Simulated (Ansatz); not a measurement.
# Course of a relaxation: Ag

The cell of Ag is invented: random cell by space group and Wyckoff sites (P4/mmm, No. 123). Its size is a rough estimate.

```yaml
crystal:
  lattice:
    - [5.97613, 0.00000, 0.00000]
    - [0.00000, 5.97613, 0.00000]
    - [0.00000, 0.00000, 4.05261]
  atoms:
    - { symbol: Ag, position: [0.15770, 0.50000, 0.00000] }
    - { symbol: Ag, position: [0.84230, 0.50000, 0.00000] }
    - { symbol: Ag, position: [0.50000, 0.15770, 0.00000] }
    - { symbol: Ag, position: [0.50000, 0.84230, 0.00000] }
```

Method: DFT PBE, scalar-relativistic, plane waves, PAW in Ansatz 0.2.0. Cutoff 420 eV, Gaussian smearing, Γ-centred meshes. Cell and atoms relax first on a coarse mesh and then on a finer one. In between, the cell is made exact in the group found at 0.06 Å. In metals the finer mesh still leaves noise of several meV/atom or more. The steps can't lower the symmetry of their start. No spin polarisation.

Steps on the 4×4×4 mesh (4 atoms, 11 steps). The free energy counts from the last step; the plane-wave basis is renewed at times, which shifts energy and pressure.

```tsv
step	ΔF (meV/atom)	V (Å³/atom)	P (GPa)	largest force component (eV/Å)
1	3187.7	36.18	33.04	25.827
2	741.8	37.05	6.12	3.292
3	604.9	36.19	4.03	2.127
4	466.0	35.67	1.60	0.901
5	376.2	34.83	0.21	0.214
6	286.4	33.65	-0.99	0.130
7	162.4	32.24	-1.91	0.365
8	51.1	30.77	-1.37	0.480
9	1.0	29.58	0.04	0.089
10	0.6	29.56	0.00	0.004
11	0.0	29.56	0.07	0.004
```

The relaxed structure, after a last relaxation on the converged mesh:

```yaml
crystal:
  lattice:
    - [6.59612, 0.00000, 0.00000]
    - [0.00000, 6.59612, 0.00000]
    - [0.00000, 0.00000, 2.72414]
  atoms:
    - { symbol: Ag, position: [0.20471, 0.50000, 0.00000] }
    - { symbol: Ag, position: [0.79529, 0.50000, 0.00000] }
    - { symbol: Ag, position: [0.50000, 0.20471, 0.00000] }
    - { symbol: Ag, position: [0.50000, 0.79529, 0.00000] }
```

The symmetry stays P4/mmm (No. 123). The volume per atom shrinks by 18.1 %, from 36.2 to 29.6 Å³. The shortest distance goes from 1.88 Å (Ag–Ag) to 2.70 Å (Ag–Ag). The ratio c/a of the conventional cell changes by a factor of 0.61. The energy falls by about 3.1 eV/atom (the start's value is from the coarse mesh). Around Ag lie 5 Ag at 2.70–2.75 Å.

For Ag, the volume per atom is 29.63 Å³, the density is 6.05 g/cm³ and the energy over the standard state is +0.54 eV/atom. The gap on the 8×8×16 mesh of the 4-atom cell is 0 eV (a metal).

Energies count from the standard state of Ag at the same level.

The last run used Gaussian smearing of 0.10 eV. Symmetry constrained the relaxation, so the result can be a saddle point. In all, the 4 runs took 7.9 min on 1 thread of Intel(R) Xeon(R) Processor @ 2.50GHz (Skylake/Cascade Lake) (shared host).
